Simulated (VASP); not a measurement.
## GaAs3: single point with PBE

Crystal: GaAs3.

```xyz
4
Lattice="0.0000 3.4368 3.4368 3.4368 0.0000 3.4368 3.4368 3.4368 0.0000" Properties=species:S:1:pos:R:3 pbc="T T T"
Ga    0.0000    0.0000    0.0000
As    1.7184    1.7184    1.7184
As    5.1552    5.1552    5.1552
As    3.4368    3.4368    3.4368
```

The cell comes from a database or a generator and needn't be the stable form of this composition.

The cell isn't the ideal one: Sb replaced by As, lengths x 0.933, strained and moved within the space group.

| Item | Value |
| --- | --- |
| Program | VASP 6.6.1 |
| Task | single point |
| Functional | PBE |
| Potentials or basis | VASP PAW PBE potentials, release 64 (Ga_d, As) |
| Cutoff | 520 eV |
| k mesh | 10 × 10 × 10 |
| Occupations | gaussian, width 0.1 eV |
| Spin | no spin polarisation |
| Dipole correction | no |
| Further INCAR settings | ALGO = Fast; EDIFF = 1e-06; NBANDS = 22 |

```yaml
Pressure: -4.0 GPa
Band_gap_on_the_k_mesh: none (metal or under the smearing width)
```

Levels at points of the mesh, in eV from the Fermi level:
| k point | band 10 | band 11 | band 12 | band 13 | band 14 | band 15 | band 16 | band 17 | band 18 | band 19 |
| --- | --- | --- | --- | --- | --- | --- | --- | --- | --- | --- |
| (0.00, 0.00, 0.00) | -2.77 | -2.77 | -2.66 | -2.56 | -2.56 | -2.56 | -0.64 | -0.64 | -0.64 | 4.26 |
| (0.50, 0.00, 0.00) | -3.78 | -3.78 | -2.83 | -2.83 | -0.44 | -0.11 | 2.07 | 2.07 | 3.58 | 3.70 |
| (0.50, 0.50, 0.00) | -5.58 | -5.58 | 0.14 | 0.89 | 0.89 | 1.23 | 1.81 | 2.00 | 2.00 | 4.76 |

Run time: 74 s on 1 thread of Intel(R) Xeon(R) Platinum 8488C (Sapphire Rapids), on a shared host, peak memory 0.25 GiB.
